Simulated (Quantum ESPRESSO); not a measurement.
# GaN (F-43m) in Quantum ESPRESSO: notebook, part 2 of 2

Quantum ESPRESSO 7.5. Earlier steps stand in the parts before.

## Step 3: Band structure, EV93PW91

File pw.in:

```
&CONTROL
  calculation = 'scf'
  prefix = 'pwscf'
  outdir = './tmp'
  pseudo_dir = './pseudo'
  tprnfor = .true.
  tstress = .true.
  disk_io = 'low'
/
&SYSTEM
  ibrav = 0
  nat = 2
  ntyp = 2
  ecutwfc = 88
  nbnd = 15
  input_dft = 'XC-000I-000I-035L-134L-000I-000I'
  occupations = 'smearing'
  smearing = 'fd'
  degauss = 0.00367493
/
&ELECTRONS
  conv_thr = 4d-10
  electron_maxstep = 120
  mixing_beta = 0.5
/
ATOMIC_SPECIES
Ga    69.7230 Ga_ONCV_PBE-1.2.upf
N     14.0070 N_ONCV_PBE-1.2.upf
CELL_PARAMETERS bohr
   0.0000000000    4.2584989699    4.2584989699
   4.2584989699    0.0000000000    4.2584989699
   4.2584989699    4.2584989699    0.0000000000
ATOMIC_POSITIONS bohr
Ga     0.0000000000    0.0000000000    0.0000000000
N      2.1292494849    2.1292494849    2.1292494849
K_POINTS automatic
10 10 10 0 0 0
```

File pp_density.in:

```
&INPUTPP
  prefix = 'pwscf'
  outdir = './tmp'
  filplot = 'density.dat'
  plot_num = 0
/
&PLOT
  nfile = 1
  filepp(1) = 'density.dat'
  iflag = 3
  output_format = 6
  fileout = 'density.cube'
/
```

File pp_potential.in:

```
&INPUTPP
  prefix = 'pwscf'
  outdir = './tmp'
  filplot = 'potential.dat'
  plot_num = 11
/
&PLOT
  nfile = 1
  filepp(1) = 'potential.dat'
  iflag = 3
  output_format = 6
  fileout = 'potential.cube'
/
```

File pp_elf.in:

```
&INPUTPP
  prefix = 'pwscf'
  outdir = './tmp'
  filplot = 'elf.dat'
  plot_num = 8
/
&PLOT
  nfile = 1
  filepp(1) = 'elf.dat'
  iflag = 3
  output_format = 6
  fileout = 'elf.cube'
/
```

File bands.in:

```
&CONTROL
  calculation = 'bands'
  prefix = 'pwscf'
  outdir = './tmp'
  pseudo_dir = './pseudo'
  disk_io = 'low'
  verbosity = 'high'
/
&SYSTEM
  ibrav = 0
  nat = 2
  ntyp = 2
  ecutwfc = 88
  nbnd = 15
  input_dft = 'XC-000I-000I-035L-134L-000I-000I'
  occupations = 'smearing'
  smearing = 'fd'
  degauss = 0.00367493
/
&ELECTRONS
  conv_thr = 1d-08
  electron_maxstep = 120
  mixing_beta = 0.5
  diago_full_acc = .true.
  startingwfc = 'random'
/
ATOMIC_SPECIES
Ga    69.7230 Ga_ONCV_PBE-1.2.upf
N     14.0070 N_ONCV_PBE-1.2.upf
CELL_PARAMETERS bohr
   0.0000000000    4.2584989699    4.2584989699
   4.2584989699    0.0000000000    4.2584989699
   4.2584989699    4.2584989699    0.0000000000
ATOMIC_POSITIONS bohr
Ga     0.0000000000    0.0000000000    0.0000000000
N      2.1292494849    2.1292494849    2.1292494849
K_POINTS crystal
60
 0.0000000000  0.0000000000  0.0000000000 1
 0.0625000000  0.0000000000  0.0625000000 1
 0.1250000000  0.0000000000  0.1250000000 1
 0.1875000000  0.0000000000  0.1875000000 1
 0.2500000000  0.0000000000  0.2500000000 1
 0.3125000000  0.0000000000  0.3125000000 1
 0.3750000000  0.0000000000  0.3750000000 1
 0.4375000000  0.0000000000  0.4375000000 1
 0.5000000000  0.0000000000  0.5000000000 1
 0.5000000000  0.0625000000  0.5625000000 1
 0.5000000000  0.1250000000  0.6250000000 1
 0.5000000000  0.1875000000  0.6875000000 1
 0.5000000000  0.2500000000  0.7500000000 1
 0.4375000000  0.3125000000  0.7500000000 1
 0.3750000000  0.3750000000  0.7500000000 1
 0.3375000000  0.3375000000  0.6750000000 1
 0.3000000000  0.3000000000  0.6000000000 1
 0.2625000000  0.2625000000  0.5250000000 1
 0.2250000000  0.2250000000  0.4500000000 1
 0.1875000000  0.1875000000  0.3750000000 1
 0.1500000000  0.1500000000  0.3000000000 1
 0.1125000000  0.1125000000  0.2250000000 1
 0.0750000000  0.0750000000  0.1500000000 1
 0.0375000000  0.0375000000  0.0750000000 1
 0.0000000000  0.0000000000  0.0000000000 1
 0.0625000000  0.0625000000  0.0625000000 1
 0.1250000000  0.1250000000  0.1250000000 1
 0.1875000000  0.1875000000  0.1875000000 1
 0.2500000000  0.2500000000  0.2500000000 1
 0.3125000000  0.3125000000  0.3125000000 1
 0.3750000000  0.3750000000  0.3750000000 1
 0.4375000000  0.4375000000  0.4375000000 1
 0.5000000000  0.5000000000  0.5000000000 1
 0.5250000000  0.4500000000  0.5250000000 1
 0.5500000000  0.4000000000  0.5500000000 1
 0.5750000000  0.3500000000  0.5750000000 1
 0.6000000000  0.3000000000  0.6000000000 1
 0.6250000000  0.2500000000  0.6250000000 1
 0.5833333333  0.2500000000  0.6666666667 1
 0.5416666667  0.2500000000  0.7083333333 1
 0.5000000000  0.2500000000  0.7500000000 1
 0.5000000000  0.2857142857  0.7142857143 1
 0.5000000000  0.3214285714  0.6785714286 1
 0.5000000000  0.3571428571  0.6428571429 1
 0.5000000000  0.3928571429  0.6071428571 1
 0.5000000000  0.4285714286  0.5714285714 1
 0.5000000000  0.4642857143  0.5357142857 1
 0.5000000000  0.5000000000  0.5000000000 1
 0.4821428571  0.4821428571  0.5357142857 1
 0.4642857143  0.4642857143  0.5714285714 1
 0.4464285714  0.4464285714  0.6071428571 1
 0.4285714286  0.4285714286  0.6428571429 1
 0.4107142857  0.4107142857  0.6785714286 1
 0.3928571429  0.3928571429  0.7142857143 1
 0.3750000000  0.3750000000  0.7500000000 1
 0.6250000000  0.2500000000  0.6250000000 1
 0.5937500000  0.1875000000  0.5937500000 1
 0.5625000000  0.1250000000  0.5625000000 1
 0.5312500000  0.0625000000  0.5312500000 1
 0.5000000000  0.0000000000  0.5000000000 1
```

Potentials or basis: SG15 PBE 1.2.

Command:

```sh
OMP_NUM_THREADS=1 pw.x -in pw.in > pw.out
OMP_NUM_THREADS=1 pp.x -in pp_density.in > pp_density.out
OMP_NUM_THREADS=1 pp.x -in pp_potential.in > pp_potential.out
OMP_NUM_THREADS=1 pp.x -in pp_elf.in > pp_elf.out
OMP_NUM_THREADS=1 pw.x -in bands.in > bands.out
```

pw.out:

```text
This program is part of the open-source Quantum ESPRESSO suite
     for quantum simulation of materials; please cite
         "P. Giannozzi et al., J. Phys.:Condens. Matter 21 395502 (2009);
         "P. Giannozzi et al., J. Phys.:Condens. Matter 29 465901 (2017);
         "P. Giannozzi et al., J. Chem. Phys. 152 154105 (2020);
     in publications or presentations arising from this work. More details at

     IMPORTANT: XC functional enforced from input :
     Exchange-correlation= XC-000I-000I-035L-134L-000I-000I
                           (   0   0  35 134   0   0   0)
     Any further DFT definition will be discarded
     Please, verify this is what you really want

     Message from routine setup:
     using ibrav=0 with symmetry is DISCOURAGED, use correct ibrav instead

     G-vector sticks info
     --------------------
     sticks:   dense  smooth     PW     G-vecs:    dense   smooth      PW
     Sum         871     871    265                17153    17153    2891

     Using Slab Decomposition

     bravais-lattice index     =            0
     lattice parameter (alat)  =       6.0224  a.u.
     unit-cell volume          =     154.4542 (a.u.)^3
     number of atoms/cell      =            2
     number of atomic types    =            2
     number of electrons       =        18.00
     number of Kohn-Sham states=           15
     kinetic-energy cutoff     =      88.0000  Ry
     charge density cutoff     =     352.0000  Ry
     scf convergence threshold =      4.0E-10
     mixing beta               =       0.5000
     number of iterations used =            8  plain     mixing
     Exchange-correlation= XC-000I-000I-035L-134L-000I-000I
                           (   0   0  35 134   0   0   0)
[... 142 lines left out ...]
     estimated scf accuracy    <       0.00083367 Ry

     iteration #  5     ecut=    88.00 Ry     beta= 0.50
     Davidson diagonalization with overlap
     ethr =  4.63E-06,  avg # of iterations =  2.3
[... 32 lines left out ...]
     iteration # 10     ecut=    88.00 Ry     beta= 0.50
     Davidson diagonalization with overlap
     ethr =  6.74E-11,  avg # of iterations =  1.3

     End of self-consistent calculation

          k = 0.0000 0.0000 0.0000 (  2109 PWs)   bands (ev):

    -4.4995  -2.7886  -2.7886  -2.7886  -2.5177  -2.5177  11.1925  11.1925
    11.1925  13.4979  22.0879  22.0879  22.0879  29.9257  30.6599

          k = 0.0707 0.0707-0.0707 (  2130 PWs)   bands (ev):
[... 146 lines left out ...]
    -3.8861  -2.7068  -2.5205  -2.5205  -2.4491  -0.4858   5.3796   8.6524
     8.6524  15.0920  18.4448  23.5336  25.6424  25.6424  33.4720

          k = 0.2828 0.1414 0.0000 (  2140 PWs)   bands (ev):

    -4.0886  -2.7184  -2.7064  -2.5712  -2.4992  -2.2442   8.0146   9.8278
    10.5636  16.2380  20.0359  22.1863  23.0681  25.7058  30.0847

          k = 0.3536 0.2121-0.0707 (  2151 PWs)   bands (ev):
[... 71 lines left out ...]
    -3.8755  -2.6611  -2.6240  -2.5119  -2.4895  -0.2724   5.7655   7.8107
     7.8843  17.4443  19.7983  22.4718  23.1020  26.7646  31.5866

     the Fermi energy is    12.3013 ev

!    total energy              =    -151.70533878 Ry
     estimated scf accuracy    <          3.2E-10 Ry
     smearing contrib. (-TS)   =      -0.00000000 Ry
     internal energy E=F+TS    =    -151.70533878 Ry

     The total energy is F=E-TS. E is the sum of the following terms:
     one-electron contribution =     -54.15856147 Ry
     hartree contribution      =      43.02329372 Ry
     xc contribution           =     -23.89575391 Ry
     ewald contribution        =    -116.67431711 Ry

     convergence has been achieved in  10 iterations

     Forces acting on atoms (cartesian axes, Ry/au):

     atom    1 type  1   force =     0.00000000   -0.00000000   -0.00000000
     atom    2 type  2   force =    -0.00000000    0.00000000    0.00000000

     Total force =     0.000000     Total SCF correction =     0.000000

     Computing stress (Cartesian axis) and pressure

          total   stress  (Ry/bohr**3)                   (kbar)     P=      225.64
   0.00153384   0.00000000  -0.00000000          225.64        0.00       -0.00
   0.00000000   0.00153384  -0.00000000            0.00      225.64       -0.00
  -0.00000000  -0.00000000   0.00153384           -0.00       -0.00      225.64

=------------------------------------------------------------------------------=
   JOB DONE.
=------------------------------------------------------------------------------=
```

pp_density.out:

```text
This program is part of the open-source Quantum ESPRESSO suite
     for quantum simulation of materials; please cite
         "P. Giannozzi et al., J. Phys.:Condens. Matter 21 395502 (2009);
         "P. Giannozzi et al., J. Phys.:Condens. Matter 29 465901 (2017);
         "P. Giannozzi et al., J. Chem. Phys. 152 154105 (2020);
     in publications or presentations arising from this work. More details at

     WARNING: libxc functional with ID   35 depends
      on external parameters: check the user_guide of
      QE if you need to modify them or to check their
      default values.

     IMPORTANT: XC functional enforced from input :
     Exchange-correlation= XC-000I-000I-035L-134L-000I-000I
                           (   0   0  35 134   0   0   0)
     Any further DFT definition will be discarded
     Please, verify this is what you really want

     G-vector sticks info
     --------------------
     sticks:   dense  smooth     PW     G-vecs:    dense   smooth      PW
     Sum         871     871    265                17153    17153    2891

     Using Slab Decomposition

     Calling punch_plot, plot_num =   0
     Writing data to file  density.dat
     Reading data from file  density.dat

     Writing data to be plotted to file density.cube
     Plot Type: 3D                     Output format: Gaussian cube

=------------------------------------------------------------------------------=
   JOB DONE.
=------------------------------------------------------------------------------=
```

pp_potential.out:

```text
This program is part of the open-source Quantum ESPRESSO suite
     for quantum simulation of materials; please cite
         "P. Giannozzi et al., J. Phys.:Condens. Matter 21 395502 (2009);
         "P. Giannozzi et al., J. Phys.:Condens. Matter 29 465901 (2017);
         "P. Giannozzi et al., J. Chem. Phys. 152 154105 (2020);
     in publications or presentations arising from this work. More details at

     WARNING: libxc functional with ID   35 depends
      on external parameters: check the user_guide of
      QE if you need to modify them or to check their
      default values.

     IMPORTANT: XC functional enforced from input :
     Exchange-correlation= XC-000I-000I-035L-134L-000I-000I
                           (   0   0  35 134   0   0   0)
     Any further DFT definition will be discarded
     Please, verify this is what you really want

     G-vector sticks info
     --------------------
     sticks:   dense  smooth     PW     G-vecs:    dense   smooth      PW
     Sum         871     871    265                17153    17153    2891

     Using Slab Decomposition

     Calling punch_plot, plot_num =  11
     Writing data to file  potential.dat
     Reading data from file  potential.dat

     Writing data to be plotted to file potential.cube
     Plot Type: 3D                     Output format: Gaussian cube

=------------------------------------------------------------------------------=
   JOB DONE.
=------------------------------------------------------------------------------=
```

Run time: 53 s. Hardware: 1 thread of Arm Neoverse V1, shared host; peak memory 0.09 GiB.

What came out:

```yaml
Free_energy: -2064.0563 eV
Pressure: 22.6 GPa
Band_gap_on_the_k_mesh: 2.31 eV, direct
Band_gap_along_the_path: 2.31 eV, direct
```

Levels at the corners of the path, in eV from the valence-band top:
| point | band 5 | band 6 | band 7 | band 8 | band 9 | band 10 | band 11 | band 12 | band 13 | band 14 |
| --- | --- | --- | --- | --- | --- | --- | --- | --- | --- | --- |
| Γ | -13.71 | -13.71 | 0.00 | 0.00 | 0.00 | 2.31 | 10.90 | 10.90 | 10.90 | 18.73 |
| X | -13.64 | -11.68 | -5.81 | -2.54 | -2.54 | 3.90 | 7.25 | 12.34 | 14.45 | 14.45 |
| W | -13.69 | -11.44 | -5.37 | -3.48 | -3.38 | 6.62 | 8.77 | 10.85 | 11.85 | 15.80 |
| K | -13.67 | -11.56 | -5.54 | -3.99 | -2.04 | 5.52 | 8.29 | 11.68 | 13.32 | 14.25 |
| Γ | -13.71 | -13.71 | 0.00 | 0.00 | 0.00 | 2.31 | 10.90 | 10.90 | 10.90 | 18.73 |
| L | -13.67 | -12.18 | -6.67 | -0.90 | -0.90 | 5.28 | 9.15 | 10.87 | 10.87 | 16.53 |
| U | -13.67 | -11.56 | -5.54 | -3.99 | -2.04 | 5.52 | 8.29 | 11.68 | 13.32 | 14.25 |
| W | -13.69 | -11.44 | -5.37 | -3.48 | -3.38 | 6.62 | 8.77 | 10.85 | 11.85 | 15.80 |
| L | -13.67 | -12.18 | -6.67 | -0.90 | -0.90 | 5.28 | 9.15 | 10.87 | 10.87 | 16.53 |
| K | -13.67 | -11.56 | -5.54 | -3.99 | -2.04 | 5.52 | 8.29 | 11.68 | 13.32 | 14.25 |
| U | -13.67 | -11.56 | -5.54 | -3.99 | -2.04 | 5.52 | 8.29 | 11.68 | 13.32 | 14.25 |
| X | -13.64 | -11.68 | -5.81 | -2.54 | -2.54 | 3.90 | 7.25 | 12.34 | 14.45 | 14.45 |

Caveat: the potentials were made for another functional, which shifts forces and pressure; the potentials were made for a functional far from this one.

## Step 4: Against experiment

Step 2. Against the measured gap of GaN, 3.299 eV (direct; 0 K; a printed reference work, textbook), the calculated 1.79 eV is off by -1.51 eV. Spin-orbit coupling on Ga is left out. The value is that of SCAN, without temperature or zero-point motion. The cell is a database's relaxed one, not the measured one, which moves gaps too.
